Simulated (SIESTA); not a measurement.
The system is Al.

```
CELL_PARAMETERS angstrom
0.00000 2.02481 2.02481
2.02481 0.00000 2.02481
2.02481 2.02481 0.00000
ATOMIC_POSITIONS crystal
Al 0.00000 0.00000 0.00000
```

Program: SIESTA 5.4.2. Alike in all runs: task band structure; no spin polarisation; cell as given; k mesh 11 × 11 × 11; smearing fermi-dirac 0.05 eV; grid cutoff 500 Ry.

**Question.** Order these runs on this cell by their pressure, lowest first.
A. level PBEsol; potentials or basis PseudoDojo 0.4 standard (PBEsol files), DZP (energy shift 0.003 Ry); energy shift 0.003 Ry
B. level LDA; potentials or basis PseudoDojo 0.4 standard (LDA files), DZP (energy shift 0.003 Ry); energy shift 0.003 Ry
C. level PBE; potentials or basis PseudoDojo 0.4 standard (PBE files), TZP (energy shift 0.01 Ry); energy shift 0.01 Ry
D. level BLYP; potentials or basis PseudoDojo 0.4 standard (PBE files), DZP (energy shift 0.003 Ry); energy shift 0.003 Ry

**Answer.** B (-3.7 GPa), A (-1.9 GPa), C (-0.4 GPa), D (4.4 GPa).

Caveats: the basis of atomic orbitals isn't converged, which shifts pressures, moduli and gaps; the potentials were made for another functional, which shifts forces and pressure (some runs).
